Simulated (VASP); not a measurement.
Write the native input for VASP 6.6.1 that does the following.

```
Task                      : relaxation of the atoms
Functional                : PBE
Potentials or basis       : VASP PAW PBE potentials, release 64 (Sn_d, Se)
Cutoff                    : 520 eV
k mesh                    : 6 × 6 × 1
Occupations               : gaussian, width 0.05 eV
Spin                      : no spin polarisation
Dipole correction         : yes
Atoms held fixed (from 0) : [0, 4, 1, 5]
Further INCAR settings    : ALGO = Normal; EDIFF = 1e-07; IBRION = 2; EDIFFG = -0.01; NSW = 40
```

The structure of SnSe lies in POSCAR:

```
SnSe
1.0
    4.2567828227      0.0000000000      0.0000000000
    0.0000000000      4.2567828227      0.0000000000
    0.0000000000      0.0000000000     24.0300000000
Sn Se
4 4
Selective dynamics
Direct
    0.5000000000      0.5000000000      0.3121098627  F F F
    0.0000000000      0.0000000000      0.4373699542  F F F
    0.5000000000      0.5000000000      0.5626300458  T T T
    0.0000000000      0.0000000000      0.6878901373  T T T
    0.0000000000      0.0000000000      0.3121098627  F F F
    0.5000000000      0.5000000000      0.4373699542  F F F
    0.0000000000      0.0000000000      0.5626300458  T T T
    0.5000000000      0.5000000000      0.6878901373  T T T
```

The cell isn't the ideal one: the (1 0 0) slab of SnSe, cut from the database cell, not relaxed.

The input as run:

INCAR

```
PREC = Accurate
ENCUT = 520
EDIFF = 1E-7
ISMEAR = 0
SIGMA = 0.05
LREAL = F
LASPH = T
NELM = 60
ALGO = Normal
ISIF = 2
LWAVE = F
LCHARG = F
LDIPOL = T
IDIPOL = 3
DIPOL = 0.5 0.5 0.500
GGA = PE
IBRION = 2
NSW = 40
EDIFFG = -0.01
```

KPOINTS

```
regular mesh
0
Gamma
  6 6 1
```

Potentials or basis: VASP PAW PBE potentials, release 64 (Sn_d, Se).

Command:

```bash
$ cat potpaw_PBE.64/Sn_d/POTCAR potpaw_PBE.64/Se/POTCAR > POTCAR
$ mpirun -np 1 vasp_std > vasp.out
```

Results of the run:

| Quantity | Value |
| --- | --- |
| Energy gained by relaxing | 13.6 meV/atom |
| Ionic steps | 16 |
| Band gap on the k mesh | 0.81 eV, direct |

Caveat: spin-orbit coupling is left out, which moves the levels of the heavy elements.

It took 37 min on 1 thread of AMD EPYC 9R45 (Zen 5), with other jobs on the host, peak memory 0.52 GiB.
